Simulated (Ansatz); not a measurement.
# diamond against fcc along the 5d metals

Theory: DFT, revPBE, plane waves (420 eV) with PAW, scalar-relativistic (Ansatz). (PAW data from PBE, frozen cores regenerated.)

Each structure is relaxed within its symmetry, in the lowest magnetic state of the tried starts. Differences under about 8 meV lie within the error of the k-point mesh.

```csv
element,E(diamond) − E(fcc) (meV/atom),V(diamond) (Å³/atom),V(fcc) (Å³/atom),state of diamond,state of fcc
Lu,1915,53.18,30.18,spin not included,spin not included
Hf,2601,36.37,23.05,spin not included,spin not included
Ta,2636,29.01,19.06,spin not included,spin not included
W,2138,25.12,16.61,spin not included,spin not included
Re,1505,22.79,15.12,spin not included,spin not included
Os,1105,21.64,14.46,spin not included,spin not included
Ir,961,21.84,14.63,spin not included,non-magnetic
Pt,1006,24.58,15.85,spin not included,spin not included
Au,?,?,?,?,?
```

Problem. Fill in the row of Au.

Solution. E(diamond) − E(fcc) (meV/atom): 618; V(diamond) (Å³/atom): 30.26; V(fcc) (Å³/atom): 18.33; state of diamond: spin not included; state of fcc: spin not included.
